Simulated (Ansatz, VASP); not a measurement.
AlN: VASP beside Ansatz

```xyz
2
Lattice="0.0000 2.1840 2.1840 2.1840 0.0000 2.1840 2.1840 2.1840 0.0000" Properties=species:S:1:pos:R:3 pbc="T T T"
Al   -0.1591   -0.1591    0.2250
N     3.2760    3.2760    3.2760
```

Alike in both runs: task single point; functional PBE; k mesh 10 × 10 × 10; occupations gaussian, width 0.05 eV; no spin polarisation.

|  | VASP | Ansatz |
| --- | --- | --- |
| version | VASP 6.6.1 | Ansatz 0.2.0 |
| potentials or method | VASP PAW PBE potentials, release 64 (Al, N) | scalar-relativistic, plane waves, PAW |
| plane-wave cutoff (eV) | 520 | 520 |
| valence electrons in the cell | 8 | 8 |

VASP gave:

- gap on the k mesh at the Fermi level (eV): 2.42
- least direct gap on the mesh (eV): 3.11
- pressure (GPa): 12.3
- largest component of the traceless stress (GPa): 11.58
- rms of the force components (eV/Å): 1.358

Task: Which values does Ansatz return?

Result: gap on the k mesh at the Fermi level (eV): 2.44; least direct gap on the mesh (eV): 3.10; pressure (GPa): 12.5; largest component of the traceless stress (GPa): 11.54; rms of the force components (eV/Å): 1.354.

Atom by atom the forces differ by 0.004 eV/Å (rms over components).

Caveats: forces of over 1 eV/Å show positions far from the minimum, so gaps and moduli don't describe the material at rest. A k mesh can miss the band edges.
